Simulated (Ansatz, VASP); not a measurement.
# BiTe3: VASP beside Ansatz

Contents of INCAR:

```
SYSTEM = BiTe3
PREC     = Accurate       ! precision mode
ENCUT    = 520            ! plane-wave cutoff, eV
EDIFF    = 1E-6           ! SCF threshold, eV
ISMEAR   = 0              ! smearing method
SIGMA    = 0.1            ! smearing width, eV
LREAL    = .False.        ! projectors in reciprocal space
LASPH    = .True.         ! aspherical terms in the spheres
NELM     = 100            ! most SCF steps
ALGO     = Normal         ! electronic algorithm
ISIF     = 2              ! what is computed and relaxed
LWAVE    = .False.        ! write WAVECAR
LCHARG   = .False.        ! write CHGCAR
GGA      = PE             ! functional
NBANDS   = 24             ! bands
```

The input KPOINTS:

```
Automatic mesh
0
Gamma
  4 4 4
  0 0 0
```

File POSCAR:

```
BiTe3
1.0
    5.0777702800      0.0000000000      0.0000000000
    0.0000000000      5.0777702800      0.0000000000
    0.0000000000      0.0000000000      5.0777702800
Bi Te
1 3
Direct
    0.0000000000      0.0000000000      0.0000000000
    0.0000000000      0.5000000000      0.5000000000
    0.5000000000      0.0000000000      0.5000000000
    0.5000000000      0.5000000000      0.0000000000
```

Input for Ansatz:

```yaml
crystal:
  lattice:
    - [5.07777028, 0.0, 0.0]
    - [0.0, 5.07777028, 0.0]
    - [0.0, 0.0, 5.07777028]
  atoms:
    - { symbol: Bi, position: [0.0, 0.0, 0.0] }
    - { symbol: Te, position: [0.0, 0.5, 0.5] }
    - { symbol: Te, position: [0.5, 0.0, 0.5] }
    - { symbol: Te, position: [0.5, 0.5, 0.0] }
basis:
  ecutwfc: 420
kpoints:
  mp_grid: { grid: [4, 4, 4] }
hamiltonian:
  xc: pbe
scf:
  occupations: { method: gaussian, width: 0.1 }
  lower_state_search: "off"
output:
  forces: true
  stress: true
  eigenvalues: true
```

Change from the starting cell: species swapped into the AlFe3 type (Pm-3m, No. 221).

Alike in both runs: task single point; functional PBE; k mesh 4 × 4 × 4; occupations gaussian, width 0.1 eV; no spin polarisation.

|  | VASP | Ansatz |
| --- | --- | --- |
| version | VASP 6.6.1 | Ansatz 0.2.0 |
| potentials or method | VASP PAW PBE potentials, release 64 (Bi_d, Te) | scalar-relativistic, plane waves, PAW |
| plane-wave cutoff (eV) | 520 | 420 |
| valence electrons in the cell | 33 | 63 |

```tsv
	VASP	Ansatz	Ansatz less VASP
gap on the k mesh at the Fermi level (eV)	none	none	-
pressure (GPa)	-4.1	-4.1	+0.06
```

A gap of «none» marks a metal or a gap that the smearing closes. The two sets of potentials don't hold the same shells in valence.

Caveats: spin-orbit coupling is left out, which moves the levels of the heavy elements.
